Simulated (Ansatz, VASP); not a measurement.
# One calculation of Li2O, two programs

```
O Li
1.0
     0.00000    2.32685    2.32685
     2.32685    0.00000    2.32685
     2.32685    2.32685    0.00000
O Li
1 2
Cartesian
  0.0000 0.0000 0.0000
  1.1634 1.1634 1.1634
  3.4903 3.4903 3.4903
```

The cell comes from a database or a generator and needn't be the stable form of this composition.

Alike in both runs: task single point; functional PBE; k mesh 10 × 10 × 10; occupations fermi-dirac, width 0.05 eV; no spin polarisation.

|  | VASP | Ansatz |
| --- | --- | --- |
| version | VASP 6.6.1 | Ansatz 0.2.0 |
| potentials or method | VASP PAW PBE potentials, release 64 (O, Li_sv) | Ansatz PAW |
| plane-wave cutoff (eV) | 520 | 420 |
| valence electrons in the cell | 12 | 12 |

Ansatz gave:

- gap on the k mesh at the Fermi level (eV): 4.95
- least direct gap on the mesh (eV): 5.11

Q: Which values does VASP return?

A: gap on the k mesh at the Fermi level (eV): 4.93; least direct gap on the mesh (eV): 5.12.

 PBE gaps usually lie below the measured ones, often by a third to a half. A k mesh can miss the band edges.
